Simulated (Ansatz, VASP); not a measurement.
**One calculation of NaI, two programs**

File INCAR:

```
SYSTEM = NaI
  ALGO = Normal
  EDIFF = 1E-6
  ENCUT = 520
  GGA = CA
  ISIF = 2
  ISMEAR = -1
  LASPH = .True.
  LCHARG = .False.
  LREAL = .False.
  LWAVE = .False.
  NBANDS = 14
  NELM = 60
  PREC = Accurate
  SIGMA = 0.05
```

Contents of KPOINTS:

```
k-points
0
Gamma
  4 4 4
  0 0 0
```

Contents of POSCAR:

```
NaI
1.0
    0.0000000000      3.2364000000      3.2364000000
    3.2364000000      0.0000000000      3.2364000000
    3.2364000000      3.2364000000      0.0000000000
I Na
1 1
Direct
    0.5000000000      0.5000000000      0.5000000000
    0.0000000000      0.0000000000      0.0000000000
```

Contents of input.yaml:

```yaml
crystal:
  lattice:
    - [0.0, 3.2364, 3.2364]
    - [3.2364, 0.0, 3.2364]
    - [3.2364, 3.2364, 0.0]
  atoms:
    - { symbol: I, position: [0.5, 0.5, 0.5] }
    - { symbol: Na, position: [0.0, 0.0, 0.0] }
hamiltonian:
  xc: lda
  pseudopotentials: { kind: paw }
kpoints:
  mp_grid: { grid: [4, 4, 4] }
  band_path:
    path:
      - [[0.0, 0.0, 0.0], [0.5, 0.0, 0.5], [0.5, 0.25, 0.75], [0.375, 0.375, 0.75], [0.0, 0.0, 0.0], [0.5, 0.5, 0.5], [0.625, 0.25, 0.625], [0.5, 0.25, 0.75], [0.5, 0.5, 0.5], [0.375, 0.375, 0.75]]
      - [[0.625, 0.25, 0.625], [0.5, 0.0, 0.5]]
    npoints: 14
scf:
  occupations: { method: fermi_dirac, width: 0.05 }
  n_extra_bands: 6
output:
  forces: true
  stress: true
  eigenvalues: true
  fatbands: true
  write_density: true
  write_potential: true
  elf: true
  volumetric_format: npy
```

Alike in both runs: functional LDA; k mesh 4 × 4 × 4; occupations fermi-dirac, width 0.05 eV; no spin polarisation.

|  | VASP | Ansatz |
| --- | --- | --- |
| version | VASP 6.6.1 | Ansatz 0.2.0 |
| potentials or method | VASP PAW LDA potentials, release 64 (I, Na_pv) | Ansatz PAW |
| plane-wave cutoff (eV) | 520 | 420 |
| valence electrons in the cell | 14 | 26 |
| task | single point | band structure |

Ansatz gave:

| Quantity | Value |
| --- | --- |
| gap on the k mesh at the Fermi level (eV) | 3.33 |
| least direct gap on the mesh (eV) | 3.33 |
| pressure (GPa) | -1.6 |

Problem. Which values does VASP return?

Solution. gap on the k mesh at the Fermi level (eV): 3.34; least direct gap on the mesh (eV): 3.34; pressure (GPa): -1.6.

The two sets of potentials don't hold the same shells in valence.

Caveats: the k mesh is coarse (spacing up to 0.42 Å⁻¹), so the values aren't converged; spin-orbit coupling is left out, which moves the levels of the heavy elements; the PAW data sets come from PBE, with cores solved anew for the run's functional, which leaves a small shift of forces and pressure (Ansatz). Expect the measured gap to be larger: semilocal functionals such as LDA lack the derivative discontinuity.
